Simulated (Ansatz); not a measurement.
## LiCl: response to strain

Base system: LiCl in the rock salt structure (space group Fm-3m, No. 225).

```
LiCl
1.0
    0.00000     2.53210     2.53210
    2.53210     0.00000     2.53210
    2.53210     2.53210     0.00000
Li Cl
1 1
Direct
  0.00000   0.00000   0.00000
  0.50000   0.50000   0.50000
```

Cartesian axes are those of the cell as printed.

Strains are applied to the cell and any free atomic positions relax; under biaxial strain the out-of-plane vector relaxes too.

All numbers come from plane-wave PAW DFT at the PBEsol level (Ansatz, a first-principles code, 420 eV), spin-orbit coupling left out.

Notes on the quantities. energy relative to the base: free energy F.

```csv
"biaxial strain, plane normal [111], relaxed out of plane (%)",energy relative to the base (meV/atom)
-2.5,5.3
-2.08,3.6
-1.67,2.3
-1.25,?
-0.83,0.6
-0.42,0.1
0,0.0
```

**Question.** Fit ΔE = Aε² + Bε³ (ε in %) to the rows shown and predict the withheld row.

**Answer.** Least squares on the printed values gives A = 0.784 and B = -0.025 meV/atom (largest residual 0.0 meV/atom); this predicts 1.3 meV/atom, and the run gives 1.3 meV/atom, in agreement.

Stability against distortions was not tested.
